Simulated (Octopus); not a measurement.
**CsPbCl3: equation of state with PBEsol**

The system is CsPbCl3.

```xyz
5
Lattice="5.6050 0.0000 0.0000 0.0000 5.6050 0.0000 0.0000 0.0000 5.6050" Properties=species:S:1:pos:R:3 pbc="T T T"
Pb    2.8025    2.8025    2.8025
Cs    0.0000    0.0000    0.0000
Cl    2.8025    0.0000    2.8025
Cl    0.0000    2.8025    2.8025
Cl    2.8025    2.8025    0.0000
```

```json
{"Program": "Octopus 16.4", "Task": "equation of state", "Functional": "PBEsol", "Potentials or basis": "pseudodojo_pbesol (PseudoDojo 0.4, PBEsol)", "k mesh": "5 × 5 × 5", "Occupations": "fermi-dirac, width 0.05 eV", "Spin": "no spin polarisation"}
```

```
Equilibrium volume : 35.61 Å³/atom (rough: see the caveat)
Bulk modulus       : 27 GPa (rough)
```

Energy against volume, from the lowest point:
```tsv
volume (Å³/atom)	energy (meV/atom)
33.104	15.02
33.809	7.57
34.513	2.88
35.217	0.92
35.922	0.00
36.626	2.52
37.330	7.22
```

All runs of the series together: 42 min on 1 thread of Arm Neoverse V2, on a shared host.

Caveat: the fit is doubtful: noisy points or a state that changes with volume; the number of grid points is fixed, so the spacing changes with the cell, which shifts volumes and moduli. The run has no spin-orbit coupling, so splittings on Cs, Pb are missing.
